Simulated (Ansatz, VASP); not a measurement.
# KF in VASP and in Ansatz

```
K F
1.0
     0.00000    2.68353    2.68353
     2.68353    0.00000    2.68353
     2.68353    2.68353    0.00000
K F
1 1
Direct
  0.00000 0.00000 0.00000
  0.50000 0.50000 0.50000
```

Alike in both runs: task single point; functional PBE; k mesh 8 × 8 × 8; occupations gaussian, width 0.02 eV; no spin polarisation.

```csv
,VASP,Ansatz
version,VASP 6.6.1,Ansatz 0.2.0
potentials or method,"VASP PAW PBE potentials, release 64 (K_sv, F)","scalar-relativistic, plane waves, PAW"
plane-wave cutoff (eV),520,420
valence electrons in the cell,16,16
```

|  | VASP | Ansatz | Ansatz less VASP |
| --- | --- | --- | --- |
| gap on the k mesh at the Fermi level (eV) | 6.10 | 6.11 | +0.016 |
| least direct gap on the mesh (eV) | 6.10 | 6.11 | +0.016 |
| pressure (GPa) | 1.0 | 0.9 | -0.03 |

With one functional, cell and mesh, what is left measures potentials, basis and numerics.

A k mesh can miss the band edges.
